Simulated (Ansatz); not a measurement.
# MgB: the cost of one run

Program: Ansatz 0.2.0. Level of theory: DFT PBE, scalar-relativistic, plane waves, PAW. These are calculated values, not measurements.

## (1) The structure to begin with

The structure is tetragonal, space group P4/mmm (No. 123). Conventional cell: a = 2.614 Å, b = 2.614 Å, c = 3.637 Å, α = 90.00°, β = 90.00°, γ = 90.00°. Around Mg (site symmetry 4/mmm) lie 8 B at 2.59 Å and 4 Mg at 2.61 Å. Around B (site symmetry 4/mmm) lie 8 Mg at 2.59 Å and 4 B at 2.61 Å.

As a file:

```cif
data_structure
_symmetry_space_group_name_H-M 'P4/mmm'
_symmetry_Int_Tables_number 123
_cell_length_a 2.6143
_cell_length_b 2.6143
_cell_length_c 3.6368
_cell_angle_alpha 90.000
_cell_angle_beta 90.000
_cell_angle_gamma 90.000
_cell_volume 24.86
loop_
_atom_site_label
_atom_site_type_symbol
_atom_site_symmetry_multiplicity
_atom_site_Wyckoff_symbol
_atom_site_fract_x
_atom_site_fract_y
_atom_site_fract_z
_atom_site_occupancy
Mg1 Mg 1 a 0.00000 0.00000 0.00000 1
B1 B 1 d 0.50000 0.50000 0.50000 1
```

The cell is invented: species swapped into a database cell of CoPt (P4/mmm, No. 123), with Mg on the Co sites and B on the Pt sites. The dimensions are guesses.

## (2) A first look at the guess

input.yaml reads:

```yaml
crystal:
  lattice:
    - [2.61429053, 0.0, 0.0]
    - [0.0, 2.61429053, 0.0]
    - [0.0, 0.0, 3.63678878]
  atoms:
    - { symbol: Mg, position: [0.0, 0.0, 0.0] }
    - { symbol: B, position: [0.5, 0.5, 0.5] }
basis:
  ecutwfc: 420
kpoints:
  mp_grid: { grid: [6, 6, 6] }
hamiltonian:
  xc: pbe
scf:
  occupations: { method: gaussian, width: 0.1 }
  lower_state_search: "off"
output:
  forces: true
  stress: true
  eigenvalues: true
```

Started as:

```sh
ansatz run input.yaml --threads 1 --pin off --max-ram 2048MiB --backend cpu --events-out ev --progress --plain --runs-dir out
```

What time and memory should one allow on 1 thread of Arm Neoverse V1, shared host?

About 1.4 s, with a peak of 0.25 GiB.
